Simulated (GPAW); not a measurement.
Something may be wrong with this GPAW 26.7.0 calculation of ZnS.

Contents of run.py:

```python
from ase.dft.bandgap import bandgap
from ase.io import read, write
from ase.units import GPa
from gpaw import GPAW, PW

atoms = read('POSCAR')

calc = GPAW(mode=PW(600),
            xc='PBE',
            kpts={'size': (9, 9, 9), 'gamma': True},
            occupations={'name': 'mp', 'width': 0.05},
            nbands=18,
            convergence={'density': 1e-05, 'energy': 1e-05},
            maxiter=60,
            txt='gpaw.txt')
atoms.calc = calc
energy = atoms.get_potential_energy()
forces = atoms.get_forces()
stress = atoms.get_stress()
calc.write('gs.gpw')
write('result.traj', atoms)
print(f'Energy: {energy:.6f} eV')
print('Forces (eV/A):')
print(forces.round(4))
print('Stress (GPa):', (stress / GPa).round(3))
print('Fermi level:', round(calc.get_fermi_level(), 4), 'eV')
print(f'Gap: {bandgap(calc)[0]:.4f} eV, direct: {bandgap(calc, direct=True)[0]:.4f} eV')
```

POSCAR

```
ZnS
1.0
    0.0000000000      2.5398800000      2.5398800000
    2.5398800000      0.0000000000      2.5398800000
    2.5398800000      2.5398800000      0.0000000000
Zn S
1 1
Direct
    0.7500000000      0.7500000000      0.7500000000
    0.0000000000      0.0000000000      0.0000000000
```

Potentials or basis: GPAW PAW data sets (gpaw-data 1.2.1), pw.

Command:

```console
$ OMP_NUM_THREADS=1 python run.py
```

gpaw.txt:

```text
__  _  _
 | _ |_)|_||  |
 |__||  | ||/\| - 26.7.0

Input parameters:
  mode=PW(ecut=600.0),
  convergence={'density': 1e-05, 'energy': 1e-05},
  kpts=MonkhorstPack(size=(9, 9, 9), gamma=True),
  maxiter=60,
  nbands=18,
  occupations=Occupations(name='mp', width=0.05),
  xc=XC(name='PBE')
```

On the terminal:

```text
ValueError: Unknown occupation number object name: mp
```

Diagnose the run.

The program refused the input. The input holds a flaw that was put in on purpose: smearing name that the code doesn't know (occupations = name mp, width 0.05).
